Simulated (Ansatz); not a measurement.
Property card for NaF

Level of theory: DFT PBE, scalar-relativistic, plane waves, PAW (Ansatz).

Cutoff 420 eV; k points 8×8×8 on the computed 2-atom cell (Γ-centred); Gaussian smearing, width 0.02 eV; no spin polarisation.

The structure is relaxed at this level of theory with its symmetry kept.

It takes space group Fm-3m (No. 225, cubic). The conventional cell has a = 4.699 Å, b = 4.699 Å, c = 4.699 Å, α = 90.00°, β = 90.00°, γ = 90.00°. Na (site symmetry m-3m) is surrounded by 6 F at 2.35 Å. Around F (site symmetry m-3m) lie 6 Na at 2.35 Å.

| Property | Result |
| --- | --- |
| Volume per atom | 12.97 Å³ |
| Formation energy from the elements' standard states (uncorrected) | -2.711 eV/atom |
| Kohn–Sham band gap | 6.09 eV, direct at Γ |
| Löwdin character of the top 1 eV of the valence band | F 2p 98 % |
| Löwdin character of the lowest 1 eV of the conduction band | Na 3s 76 %, unprojected 19 % |
| Electron masses at the edge by Cartesian direction of the standard setting (m_e; degenerate bands sorted by energy; no spin-orbit coupling) | x: 0.56; y: 0.56; z: 0.56 |
| Hole masses at the edge by Cartesian direction of the standard setting (m_e; degenerate bands sorted by energy; no spin-orbit coupling) | x: 6.5, 6.5, 1.1; y: 6.5, 6.5, 1.1; z: 6.5, 6.5, 1.1 |
| Bulk modulus | 45 GPa |
| Its pressure derivative | 4.5 |
| Electronic dielectric constant xx, yy, zz of the standard setting (independent particles) | 1.9, 1.9, 1.9 |
| Bader charges (e) | Na (1 in the cell) 0.88, F (1 in the cell) -0.88 |